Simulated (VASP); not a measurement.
Here is a VASP 6.6.1 calculation.

The input POSCAR:

```
CdTe
1.0
    0.0000000000      3.3429056100      3.3429056100
    3.3429056100      0.0000000000      3.3429056100
    3.3429056100      3.3429056100      0.0000000000
Cd Te
1 1
Direct
    0.0000000000      0.0000000000      0.0000000000
    0.2500000000      0.2500000000      0.2500000000
```

The input INCAR.step1:

```
SYSTEM = CdTe
PREC     = Accurate       ! precision mode
ENCUT    = 520            ! plane-wave cutoff, eV
ISMEAR   = -1             ! smearing method
SIGMA    = 0.02           ! smearing width, eV
LREAL    = .FALSE.        ! projectors in reciprocal space
LASPH    = .TRUE.         ! aspherical terms in the spheres
NELM     = 80             ! most SCF steps
NBANDS   = 16             ! bands
GGA      = PE             ! functional
ALGO     = Normal         ! electronic algorithm
EDIFF    = 1E-4           ! SCF threshold, eV
LWAVE    = .TRUE.         ! write WAVECAR
LCHARG   = .FALSE.        ! write CHGCAR
```

File INCAR.step2:

```
SYSTEM = CdTe
PREC     = Accurate       ! precision mode
ENCUT    = 520            ! plane-wave cutoff, eV
EDIFF    = 1E-6           ! SCF threshold, eV
ISMEAR   = -1             ! smearing method
SIGMA    = 0.02           ! smearing width, eV
LREAL    = .FALSE.        ! projectors in reciprocal space
LASPH    = .TRUE.         ! aspherical terms in the spheres
NELM     = 80             ! most SCF steps
ALGO     = Normal         ! electronic algorithm
ISIF     = 2              ! what is computed and relaxed
LWAVE    = .FALSE.        ! write WAVECAR
LCHARG   = .TRUE.         ! write CHGCAR
METAGGA  = R2SCAN         ! meta-GGA
LMIXTAU  = .TRUE.       
LELF     = .TRUE.         ! ELF
LVHAR    = .TRUE.       
NBANDS   = 16             ! bands
ISTART   = 1
```

The input KPOINTS:

```
Automatic mesh
0
G
  8 8 8
  0 0 0
```

Potentials or basis: VASP PAW PBE potentials, release 64 (Cd, Te).

Command:

```sh
$ cat potpaw_PBE.64/Cd/POTCAR potpaw_PBE.64/Te/POTCAR > POTCAR
$ cp INCAR.step1 INCAR
$ mpirun -np 1 vasp_std > vasp.out
$ cp INCAR.step2 INCAR
$ mpirun -np 1 vasp_std > vasp.out
```

(1) Estimate the band gap on the k mesh.

(2) Estimate the pressure.

## Answers

(1) 0.97 eV, direct.

(2) -2.0 GPa.

Caveat: the PAW data sets were made with another functional, which shifts forces and pressure a little; spin-orbit coupling is left out, which moves the levels of the heavy elements.

**The experiment to reproduce.**

A printed reference work, data compilation reports, for a bulk crystal of CdTe at 0 K: band gap 1.607 eV.

Measured gap of CdTe: 1.607 eV (0 K; a printed reference work, data compilation). This calculation gives 0.97 eV (-0.63 eV). Spin-orbit coupling on Cd, Te is left out. The value is that of r2SCAN, without temperature or zero-point motion.
